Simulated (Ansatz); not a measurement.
Here is an Ansatz 0.2.0 calculation.

The input input.yaml:

```yaml
crystal:
  lattice:
    - [3.9047, 0.0, 0.0]
    - [0.0, 3.9047, 0.0]
    - [0.0, 0.0, 3.9047]
  atoms:
    - { symbol: Te, position: [0.5, 0.5, 0.5] }
    - { symbol: Sn, position: [0.0, 0.0, 0.0] }
hamiltonian:
  xc: revpbe
  pseudopotentials: { kind: paw }
kpoints:
  mp_grid: { grid: [7, 7, 7] }
  band_path:
    path:
      - [[0.0, 0.0, 0.0], [0.0, 0.5, 0.0], [0.5, 0.5, 0.0], [0.0, 0.0, 0.0], [0.5, 0.5, 0.5], [0.0, 0.5, 0.0]]
      - [[0.5, 0.5, 0.0], [0.5, 0.5, 0.5]]
    npoints: 14
scf:
  occupations: { method: fermi_dirac, width: 0.05 }
  n_extra_bands: 6
output:
  forces: true
  stress: true
  eigenvalues: true
  fatbands: false
```

Potentials or basis: Ansatz PAW.

Command:

```console
$ ansatz run input.yaml --threads 2 --pin off --max-ram 5632MiB --backend cpu --events-out ev --progress --plain --runs-dir out
```

(1) Estimate the band gap on the k mesh.

(2) Predict the pressure.

Answers

(1) none (metal or under the smearing width).

(2) -0.1 GPa.

Caveat: spin-orbit coupling is left out, which moves the levels of the heavy elements; the PAW data sets come from PBE, with cores solved anew for the run's functional, which leaves a small shift of forces and pressure.
